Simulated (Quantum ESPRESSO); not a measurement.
The system is NiO.

```xyz
2
Lattice="2.7831 0.0000 0.0000 -1.3915 2.4102 0.0000 0.0000 0.0000 2.7161" Properties=species:S:1:pos:R:3 pbc="T T T"
Ni    0.0000    0.0000    0.0000
O     1.3915    0.8034    1.3581
```

Measurements of this composition are mostly on another form, of space group No. 225.

Below is the output of Quantum ESPRESSO 7.5 for this cell. Logs are shortened: lines on timing, memory, paths and dates and some standing lists are left out, and cuts for length are marked.

```text
This program is part of the open-source Quantum ESPRESSO suite
     for quantum simulation of materials; please cite
[... 9 lines left out ...]
     --------------------
     sticks:   dense  smooth     PW     G-vecs:    dense   smooth      PW
     Sum         745     745    223                16077    16077    2651

     Using Slab Decomposition

     bravais-lattice index     =            0
     lattice parameter (alat)  =       5.2592  a.u.
     unit-cell volume          =     122.9485 (a.u.)^3
     number of atoms/cell      =            2
     number of atomic types    =            2
     number of electrons       =        24.00
     number of Kohn-Sham states=           22
     kinetic-energy cutoff     =      98.0000  Ry
     charge density cutoff     =     392.0000  Ry
     scf convergence threshold =      4.0E-10
     mixing beta               =       0.3000
     number of iterations used =            8  plain     mixing
     energy convergence thresh.=      1.0E-05
     force convergence thresh. =      4.0E-04
     press convergence thresh. =      3.0E-01
     Exchange-correlation= PBESOL
                           (   1   4  10   8   0   0   0)
     nstep                     =           40

     celldm(1)=   5.259223  celldm(2)=   0.000000  celldm(3)=   0.000000
     celldm(4)=   0.000000  celldm(5)=   0.000000  celldm(6)=   0.000000

     crystal axes: (cart. coord. in units of alat)
               a(1) = (   1.000000   0.000000   0.000000 )
               a(2) = (  -0.500000   0.866025   0.000000 )
               a(3) = (   0.000000   0.000000   0.975950 )

     reciprocal axes: (cart. coord. in units 2 pi/alat)
               b(1) = (  1.000000  0.577350 -0.000000 )
               b(2) = (  0.000000  1.154701  0.000000 )
               b(3) = (  0.000000 -0.000000  1.024642 )

     PseudoPot. # 1 for Ni read from file:
     Ni.upf
     Pseudo is Norm-conserving + core correction, Zval = 18.0
     Generated using ONCVPSP code by D. R. Hamann
     Using radial grid of 1356 points,  6 beta functions with:
                l(1) =   0
                l(2) =   0
                l(3) =   1
                l(4) =   1
                l(5) =   2
                l(6) =   2

     PseudoPot. # 2 for O  read from file:
     O.upf
     Pseudo is Norm-conserving + core correction, Zval =  6.0
[... 30 lines left out ...]
        k(    4) = (   0.0000000   0.0000000   0.3073927), wk =   0.0016529
        k(    5) = (   0.0000000   0.0000000   0.4098569), wk =   0.0016529
        k(    6) = (   0.0000000   0.0000000  -0.5123211), wk =   0.0008264
[... 88 lines left out ...]
        k(   95) = (   0.2727273   0.5773503   0.4098569), wk =   0.0099174
        k(   96) = (   0.2727273   0.5773503  -0.5123211), wk =   0.0049587

     Dense  grid:    16077 G-vectors     FFT dimensions: (  36,  36,  36)

     Generating pointlists ...
     new r_m :   0.3118 (alat units)  1.6400 (a.u.) for type    1
     new r_m :   0.3118 (alat units)  1.6400 (a.u.) for type    2

     Initial potential from superposition of free atoms

     starting charge      23.9998, renormalised to      24.0000
     Starting wfcs are   14 randomized atomic wfcs +    8 random wfcs

     Self-consistent Calculation

     iteration #  1     ecut=    98.00 Ry     beta= 0.30
     Davidson diagonalization with overlap
     ethr =  1.00E-02,  avg # of iterations =  5.0

     Threshold (ethr) on eigenvalues was too large:
     Diagonalizing with lowered threshold

     Davidson diagonalization with overlap
     ethr =  4.23E-04,  avg # of iterations =  1.8

     total energy              =    -368.14306295 Ry
     estimated scf accuracy    <       0.10170709 Ry
[... 91 lines left out ...]
     total magnetization       =     0.78 Bohr mag/cell
     absolute magnetization    =     0.80 Bohr mag/cell

[... 74 further cycles ...]
     iteration # 11     ecut=    98.00 Ry     beta= 0.30
     Davidson diagonalization with overlap
     ethr =  2.38E-08,  avg # of iterations =  2.0

     total energy              =    -368.15790484 Ry
     estimated scf accuracy    <       0.00000148 Ry
[... 84 lines left out ...]
     iteration # 20     ecut=    98.00 Ry     beta= 0.30
     Davidson diagonalization with overlap
     ethr =  1.00E-13,  avg # of iterations =  2.0

     Magnetic moment per site  (integrated on atomic sphere of radius R)
     atom   1 (R=0.306)  charge= 15.6718  magn=  0.7192
     atom   2 (R=0.306)  charge=  5.5677  magn=  0.1996

     End of self-consistent calculation

     Number of k-points >= 100: set verbosity='high' to print the bands.

     the Fermi energy is    15.2370 ev

!    total energy              =    -368.15790438 Ry
     estimated scf accuracy    <          1.7E-12 Ry
     smearing contrib. (-TS)   =      -0.00186689 Ry
     internal energy E=F+TS    =    -368.15603748 Ry

     The total energy is F=E-TS. E is the sum of the following terms:
     one-electron contribution =    -183.57679000 Ry
     hartree contribution      =     107.30952608 Ry
     xc contribution           =     -50.65776166 Ry
     ewald contribution        =    -241.23101190 Ry

     total magnetization       =     0.93 Bohr mag/cell
     absolute magnetization    =     0.95 Bohr mag/cell

     convergence has been achieved in  20 iterations

     Forces acting on atoms (cartesian axes, Ry/au):

     atom    1 type  1   force =     0.00000000    0.00000000    0.00000000
     atom    2 type  2   force =     0.00000000    0.00000000    0.00000000

     Total force =     0.000000     Total SCF correction =     0.000000

     Computing stress (Cartesian axis) and pressure

          total   stress  (Ry/bohr**3)                   (kbar)     P=       -0.16
  -0.00000112   0.00000000   0.00000000           -0.16        0.00        0.00
   0.00000000  -0.00000112   0.00000000            0.00       -0.16        0.00
  -0.00000000   0.00000000  -0.00000093           -0.00        0.00       -0.14

=------------------------------------------------------------------------------=
   JOB DONE.
=------------------------------------------------------------------------------=
```

Task: Write the input and the command behind it.

Result: Relaxation of cell and atoms with PBEsol, collinear spin, ferromagnetic start. The files as run (others can give the same):

pw.in
```
&CONTROL
  calculation = 'vc-relax'
  prefix = 'pwscf'
  outdir = './tmp'
  pseudo_dir = './pseudo'
  tprnfor = .true.
  tstress = .true.
  disk_io = 'low'
  nstep = 40
  forc_conv_thr = 0.0004
  etot_conv_thr = 1d-05
/
&SYSTEM
  ibrav = 0
  nat = 2
  ntyp = 2
  ecutwfc = 98
  nbnd = 22
  occupations = 'smearing'
  smearing = 'fd'
  degauss = 0.00367493
  nspin = 2
  starting_magnetization(1) = 0.0556
  starting_magnetization(2) = 0
/
&ELECTRONS
  conv_thr = 4d-10
  electron_maxstep = 120
  mixing_beta = 0.3
/
&IONS
  ion_dynamics = 'bfgs'
/
&CELL
  cell_dynamics = 'bfgs'
  press = 0
  press_conv_thr = 0.3
/
ATOMIC_SPECIES
Ni    58.6934 Ni.upf
O     15.9990 O.upf
CELL_PARAMETERS angstrom
   2.7830607900    0.0000000000    0.0000000000
  -1.3915303900    2.4102013400    0.0000000000
   0.0000000000    0.0000000000    2.7161294400
ATOMIC_POSITIONS angstrom
Ni     0.0000000000    0.0000000000    0.0000000000
O      1.3915303967    0.8034004467    1.3580647200
K_POINTS automatic
11 11 10 0 0 0
```

Potentials or basis: PseudoDojo 0.4.1 SR PBEsol standard.
Run with:
```console
$ OMP_NUM_THREADS=1 pw.x -in pw.in > pw.out
```

Caveat: a cell with one magnetic atom can't hold antiferromagnetic order, which such compounds often take; semilocal functionals often make such compounds metallic where correlation or magnetic order opens a gap, which also shifts bond lengths.
